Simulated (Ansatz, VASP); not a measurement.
## One calculation of Rh, two programs

The input INCAR:

```
SYSTEM = Rh
ALGO = Fast
EDIFF = 1E-6
ENCUT = 520
GGA = PE
ISIF = 2
ISMEAR = 0
LASPH = .TRUE.
LCHARG = .FALSE.
LREAL = .FALSE.
LWAVE = .FALSE.
NBANDS = 14
NELM = 100
PREC = Accurate
SIGMA = 0.15
```

File KPOINTS:

```
k-points
0
G
  22 22 22
  0 0 0
```

The input POSCAR:

```
Rh
1.0
    0.0000000000      1.9610309444      2.1185017292
    1.9610309444      0.0000000000      2.1185017292
    1.9610309444      1.9610309444      0.0000000000
Rh
1
Direct
    0.0000000000      0.0000000000      0.0000000000
```

Input for Ansatz:

```yaml
crystal:
  lattice:
    - [0.0, 1.9610309444, 2.1185017292]
    - [1.9610309444, 0.0, 2.1185017292]
    - [1.9610309444, 1.9610309444, 0.0]
  atoms:
    - { symbol: Rh, position: [0.0, 0.0, 0.0] }
basis:
  ecutwfc: 420
kpoints:
  mp_grid: { grid: [22, 22, 22] }
hamiltonian:
  xc: pbe
  pseudopotentials: { kind: paw, azcp: { folder: soft_1 } }
scf:
  occupations: { method: gaussian, width: 0.15 }
output:
  forces: true
  stress: true
  eigenvalues: true
```

Alike in both runs: task single point; functional PBE; k mesh 22 × 22 × 22; occupations gaussian, width 0.15 eV; no spin polarisation.

```csv
,VASP,Ansatz
version,VASP 6.6.1,Ansatz 0.2.0
potentials or method,"VASP PAW PBE potentials, release 64 (Rh_pv)","scalar-relativistic, plane waves, PAW"
plane-wave cutoff (eV),520,420
valence electrons in the cell,15,17
```

```csv
,VASP,Ansatz,Ansatz less VASP
gap on the k mesh at the Fermi level (eV),none,none,-
pressure (GPa),-25.1,-25.0,+0.05
largest component of the traceless stress (GPa),7.60,7.62,+0.021
```

A gap of «none» marks a metal or a gap that the smearing closes. The two sets of potentials don't hold the same shells in valence.

Caveats: so large a pressure means that the cell lies far from this level's equilibrium, or that cutoff or potentials fall short (VASP).
